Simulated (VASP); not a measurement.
# H2Os (P4/mmm) in VASP: further runs

Aim: see how the results for H2Os move with the level of theory and the settings. Levels: HSE(alpha, omega). Tasks: single point.

Everything below comes from runs of VASP 6.6.1. Logs are shortened: lines on timing, memory, paths and dates and some standing lists are left out, and cuts for length are marked.

## Step 1: The structure

It takes space group P4/mmm (No. 123, tetragonal). The conventional cell has a = 2.492 Å, b = 2.492 Å, c = 4.602 Å, α = 90.00°, β = 90.00°, γ = 90.00°. H (site symmetry 4mm) has 1 H at 0.97 Å as nearest neighbours. Os (site symmetry 4/mmm) is surrounded by 2 H at 1.82 Å.

The cell was built by a generator and needn't be a form met in nature.

## Step 2: Single point, HSE(alpha, omega)

Contents of POSCAR:

```
H2Os
1.0
    2.4917700000      0.0000000000      0.0000000000
    0.0000000000      2.4917700000      0.0000000000
    0.0000000000      0.0000000000      4.6022600000
H Os
2 1
Direct
    0.5000000000      0.5000000000      0.3950400000
    0.5000000000      0.5000000000      0.6049600000
    0.5000000000      0.5000000000      0.0000000000
```

Contents of INCAR.step1:

```
PREC     = Accurate       # precision mode
ENCUT    = 520            # plane-wave cutoff, eV
EDIFF    = 1E-5           # SCF threshold, eV
ISMEAR   = -1             # smearing method
SIGMA    = 0.05           # smearing width, eV
LREAL    = False          # projectors in reciprocal space
LASPH    = True           # aspherical terms in the spheres
NELM     = 100            # most SCF steps
ALGO     = Normal         # electronic algorithm
ISIF     = 2              # what is computed and relaxed
LWAVE    = True           # write WAVECAR
LCHARG   = False          # write CHGCAR
GGA      = PE             # functional
```

Contents of INCAR.step2:

```
PREC     = Accurate       # precision mode
ENCUT    = 520            # plane-wave cutoff, eV
EDIFF    = 1E-7           # SCF threshold, eV
ISMEAR   = -1             # smearing method
SIGMA    = 0.05           # smearing width, eV
LREAL    = False          # projectors in reciprocal space
LASPH    = True           # aspherical terms in the spheres
NELM     = 100            # most SCF steps
ALGO     = Normal         # electronic algorithm
ISIF     = 2              # what is computed and relaxed
LWAVE    = False          # write WAVECAR
LCHARG   = False          # write CHGCAR
GGA      = PE             # functional
LHFCALC  = True           # exact exchange
HFSCREEN = 0.2            # screening, 1/A
AEXX     = 0.1            # exact-exchange fraction
PRECFOCK = Fast         
ISTART   = 1
```

Contents of KPOINTS:

```
Automatic mesh
0
Gamma
  6 6 3
```

Potentials or basis: VASP PAW PBE potentials, release 64 (H, Os).

Launch:

```console
> cat potpaw_PBE.64/H/POTCAR potpaw_PBE.64/Os/POTCAR > POTCAR
> cp INCAR.step1 INCAR
> mpirun -np 1 vasp_std > vasp.out
> cp INCAR.step2 INCAR
> mpirun -np 1 vasp_std > vasp.out
```

OUTCAR:

```text
PREC = Accurate
   ENCUT = 520
   EDIFF = 1E-7
   ISMEAR = -1
   LREAL = False
   LASPH = True
   NELM = 100
   ISIF = 2
   GGA = PE
   LHFCALC = True
   HFSCREEN = 0.2
   AEXX = 0.1
   PRECFOCK = Fast
   ISTART = 1

 ion  position               nearest neighbor table
   1  0.500  0.500  0.395-   3 1.82
   2  0.500  0.500  0.605-   3 1.82
   3  0.500  0.500  0.000-   1 1.82   2 1.82

  LATTYP: Found a simple tetragonal cell.
 ALAT       =     2.4917700000
 C/A-ratio  =     1.8469842722

  Lattice vectors:

 A1 = (   2.4917700000,   0.0000000000,   0.0000000000)
 A2 = (   0.0000000000,   2.4917700000,   0.0000000000)
 A3 = (   0.0000000000,   0.0000000000,   4.6022600000)

Analysis of symmetry for initial positions (statically):
=====================================================================
 Subroutine PRICEL returns:
 Original cell was already a primitive cell.

 Routine SETGRP: Setting up the symmetry group for a
 simple tetragonal supercell.

 Subroutine GETGRP returns: Found 16 space group operations
 (whereof 16 operations were pure point group operations)
 out of a pool of 16 trial point group operations.

The static configuration has the point symmetry D_4h.

Analysis of symmetry for dynamics (positions and initial velocities):
=====================================================================
 Subroutine PRICEL returns:
 Original cell was already a primitive cell.

 Routine SETGRP: Setting up the symmetry group for a
 simple tetragonal supercell.

 Subroutine GETGRP returns: Found 16 space group operations
 (whereof 16 operations were pure point group operations)
 out of a pool of 16 trial point group operations.

The dynamic configuration has the point symmetry D_4h.

 Subroutine INISYM returns: Found 16 space group operations
 (whereof 16 operations are pure point group operations),
 and found     1 'primitive' translations

----------------------------------------------------------------------------------------

                                     Primitive cell

  volume of cell :      28.5751

  direct lattice vectors                    reciprocal lattice vectors
     2.491770000  0.000000000  0.000000000     0.401321149  0.000000000  0.000000000
[... 95 lines left out ...]
   NUPDOWN=      -1.0000    fix difference up-down
   EMIN   =  10.00;   EMAX   =-10.00  energy-range for DOS
   EFERMI =   0.00;   METHOD = LEGACY
   ISMEAR =    -1;   SIGMA  =   0.05  broadening in eV -4-tet -1-fermi 0-gaus
   EFERMI_NEDOS =   21; number of points for ismear=-14 and -15
   IALGO  =     38    algorithm
   IMIX   =      1    mixing-type and parameters
     AMIX     =   0.40;   BMIX     =  1.00
     AMIX_MAG =   1.60;   BMIX_MAG =  1.00
  volume/ion in A,a.u.               =       9.53        64.28
  Fermi-wavevector in a.u.,A,eV,Ry     =   1.153663  2.180108 18.108530  1.330939
  Thomas-Fermi vector in A             =   2.290306
   LORBIT       =      0    0 simple, 1 ext, 2 COOP (PROOUT), +10 PAW based schemes
   GGA     = PE    functional components
   LHFCALC =     T    Hartree Fock is set to
   PRECFOCK=fast      Normal, Fast or Accurate (Low or Medium for compatibility)
   ENCUT4O =  -1.0   cutoff for four orbital integrals eV
   NKREDX  =     1    reduce k-point grid by
   NKREDY  =     1    reduce k-point grid by
   NKREDZ  =     1    reduce k-point grid by
   AEXX    =    0.1000 exact exchange contribution
   HFSCREEN=    0.2000 screening length (either q_TF or 0.3 A-1)
   HFSCREENC=   0.2000 screening length for correlation (either q_TF or 0.3 A-1)
   ENCUTFOCK=  -1.0 apply spherical cutoff to Coloumb kernel
   IVDW    =     0    specifies the selected vdW correction
   LEPSILON=     F    determine dielectric tensor
   LRPA    =     F    only Hartree local field effects (RPA)
 non-spin polarized calculation
  energy-cutoff  :      520.00
  volume of cell :       28.58
 maximum number of plane-waves:       789
 NGX is ok and might be reduce to    20
  NGX = 12; NGY = 12; NGZ = 24

 number of electron      10.0000001 magnetization

 Free energy of the ion-electron system (eV)
  ---------------------------------------------------
  ext. energy  EPLUGINS =         0.00000000
  ---------------------------------------------------
  free energy    TOTEN  =       -16.60632302 eV

  energy without entropy =      -16.58597505  energy(sigma->0) =      -16.59614903

 E-fermi :   3.1851     XC(G=0):  -9.9661

 val. band max:        3.1746090280   @ k =   0.3333   0.1667   0.3333
 cond. band min:       3.2063431150   @ k =   0.3333   0.0000   0.0000
 fundamental gap:      0.0317340870
 Fermi energy:         3.1851007588

 k-point     1 :       0.0000    0.0000    0.0000
  band No.  band energies     occupation
      1      -7.0915      2.00000
      2      -4.2985      2.00000
      3      -3.3159      2.00000
      4       2.6839      1.99991
      5       4.2731      0.00000
      6       4.2731      0.00000
      7       6.1771      0.00000
      8       6.3407      0.00000
      9      17.0383      0.00000
[... 217 lines left out ...]
 k-point    20 :       0.5000    0.5000    0.3333
  band No.  band energies     occupation
      1      -3.8096      2.00000
      2      -1.6412      2.00000
      3      -0.1844      2.00000
      4      -0.1844      2.00000
      5       2.7538      1.99964
      6       8.7759      0.00000
      7      10.8274      0.00000
      8      10.8274      0.00000
      9      13.6888      0.00000

------------------------ aborting loop because EDIFF is reached ----------------------------------------

  FORCE on cell =-STRESS in cart. coord.  units (eV):
  Direction    XX          YY          ZZ          XY          YZ          ZX
  --------------------------------------------------------------------------------------
  -------------------------------------------------------------------------------------
  Total       -0.5780568     -0.5780568     -0.5707283      0.0000000      0.0000000      0.0000000
  in kB      -32.4111217    -32.4111217    -32.0002203      0.0000000      0.0000000      0.0000000
  external PRESSURE =     -32.2741545 kB  Pullay stress =       0.0000000 kB

 VOLUME and BASIS-vectors are now :
 -----------------------------------------------------------------------------
  energy-cutoff  :      520.00
  volume of cell :       28.58
      direct lattice vectors                 reciprocal lattice vectors
     2.491770000  0.000000000  0.000000000     0.401321149  0.000000000  0.000000000
     0.000000000  2.491770000  0.000000000     0.000000000  0.401321149  0.000000000
     0.000000000  0.000000000  4.602260000     0.000000000  0.000000000  0.217284552

 POSITION                                       TOTAL-FORCE (eV/Angst)
 -----------------------------------------------------------------------------------
      1.24588      1.24588      1.81808        -0.000000      0.000000      0.009357
      1.24588      1.24588      2.78418         0.000000     -0.000000     -0.009357
      1.24588      1.24588      0.00000        -0.000000     -0.000000      0.000000
 -----------------------------------------------------------------------------------
    total drift:                               -0.000000      0.000000      0.000000

  FREE ENERGIE OF THE ION-ELECTRON SYSTEM (eV)
  ---------------------------------------------------
  free  energy   TOTEN  =       -16.6063230181 eV

  energy  without entropy=      -16.5859750451  energy(sigma->0) =      -16.59614903
```

OUTCAR.step1:

```text
PREC = Accurate
   ENCUT = 520
   EDIFF = 1E-5
   ISMEAR = -1
   LREAL = False
   LASPH = True
[... 459 lines left out ...]
      1.24588      1.24588      1.81808        -0.000000      0.000000      0.004416
      1.24588      1.24588      2.78418         0.000000     -0.000000     -0.004416
      1.24588      1.24588      0.00000         0.000000      0.000000      0.000000
 -----------------------------------------------------------------------------------
    total drift:                               -0.000000      0.000000     -0.000000

  FREE ENERGIE OF THE ION-ELECTRON SYSTEM (eV)
  ---------------------------------------------------
  free  energy   TOTEN  =       -15.6474495157 eV

  energy  without entropy=      -15.6260041716  energy(sigma->0) =      -15.63672684
```

Run time: 3.1 min. Hardware: 1 thread of Intel Xeon Platinum 8488C (Sapphire Rapids), shared host; peak memory 0.24 GiB.

What came out:

* Free energy: -16.6063 eV
* Pressure: -3.2 GPa
* Largest force: 0.009 eV/Å
* Band gap on the k mesh: none (metal or under the smearing width)

Forces on the atoms (eV/Å):
```
H    0.000  0.000  0.009
H    0.000  0.000 -0.009
Os   0.000  0.000  0.000
```

Caveat: the k mesh is coarse (spacing up to 0.46 Å⁻¹), so the values aren't converged, least of all with exact exchange; the PAW data sets were made with another functional, which shifts forces and pressure a little. Spin-orbit coupling is left out, which matters for the levels of Os.

(Continued in part 2 of 2.)
